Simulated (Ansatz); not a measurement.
Here is an Ansatz 0.2.0 calculation.

The input input.yaml:

```yaml
crystal:
  lattice:
    - [0.0, 2.703, 2.703]
    - [2.703, 0.0, 2.703]
    - [2.703, 2.703, 0.0]
  atoms:
    - { symbol: Ni, position: [0.0, 0.0, 0.0], spin: 1.0 }
    - { symbol: Si, position: [0.75, 0.75, 0.75] }
    - { symbol: Si, position: [0.25, 0.25, 0.25] }
hamiltonian:
  xc: pbe
  pseudopotentials: { kind: paw }
magnetization:
  spin_polarized: true
kpoints:
  mp_grid: { grid: [9, 9, 9] }
scf:
  occupations: { method: gaussian, width: 0.012 }
output:
  forces: true
  stress: true
  eigenvalues: true
```

Potentials or basis: Ansatz PAW.

Launch:

```sh
$ ansatz run input.yaml --threads 2 --pin off --max-ram 5632MiB --backend cpu --events-out ev --progress --plain --runs-dir out
```

(1) Predict the pressure.

(2) What does it give for the band gap on the k mesh?

(3) What does it give for the net moment?

## Answers

(1) 4.0 GPa.

(2) none (metal or under the smearing width).

(3) 0.00 μB per cell.

Caveat: the starting moments weren't kept.
